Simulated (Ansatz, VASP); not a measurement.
ZrC: VASP beside Ansatz

The input INCAR:

```
SYSTEM = ZrC
PREC = Accurate ; ENCUT = 520
EDIFF = 1E-6 ; ISMEAR = -1
SIGMA = 0.05 ; LREAL = .False.
LASPH = .True. ; NELM = 60
ALGO = Normal ; ISIF = 2
LWAVE = .False. ; LCHARG = .False.
NBANDS = 24
```

Contents of KPOINTS:

```
regular mesh
0
Gamma
  9 9 5
  0 0 0
```

The input POSCAR:

```
ZrC
1.0
    3.3687140002      0.0000000000      0.0000000000
   -1.6843570001      2.9173919023      0.0000000000
    0.0000000000      0.0000000000      5.2545482188
Zr C
2 2
Direct
    0.6666666667      0.3333333333      0.7500000000
    0.3333333333      0.6666666667      0.2500000000
    0.0000000000      0.0000000000      0.5000000000
    0.0000000000      0.0000000000      0.0000000000
```

input.yaml

```yaml
crystal:
  lattice:
    - [3.3687140002, 0.0, 0.0]
    - [-1.6843570001, 2.9173919023, 0.0]
    - [0.0, 0.0, 5.2545482188]
  atoms:
    - { symbol: Zr, position: [0.6666666667, 0.3333333333, 0.75] }
    - { symbol: Zr, position: [0.3333333333, 0.6666666667, 0.25] }
    - { symbol: C, position: [0.0, 0.0, 0.5] }
    - { symbol: C, position: [0.0, 0.0, 0.0] }
kpoints:
  mp_grid: { grid: [9, 9, 5] }
scf:
  occupations: { method: fermi_dirac, width: 0.05 }
hamiltonian:
  xc: lda
  pseudopotentials: { kind: all_electron, lapw: { basis_error: 0.002 } }
output:
  forces: true
  stress: true
  eigenvalues: true
```

Change from the starting cell: volume scaled by 0.98.

Alike in both runs: task single point; functional LDA; k mesh 9 × 9 × 5; occupations fermi-dirac, width 0.05 eV; no spin polarisation.

|  | VASP | Ansatz |
| --- | --- | --- |
| version | VASP 6.6.1 | Ansatz 0.2.0 |
| potentials or method | VASP PAW LDA potentials, release 64 (Zr_sv, C) | all-electron LAPW, scalar-relativistic |
| plane-wave cutoff (eV) | 520 | see its input |

|  | VASP | Ansatz | Ansatz less VASP |
| --- | --- | --- | --- |
| gap on the k mesh at the Fermi level (eV) | none | none | - |
| pressure (GPa) | -7.0 | -7.6 | -0.54 |
| largest component of the traceless stress (GPa) | 1.27 | 1.32 | +0.050 |

A gap of «none» marks a metal or a gap that the smearing closes. Ansatz ran all-electron here, so the differences hold the error of VASP's frozen core and of both bases.
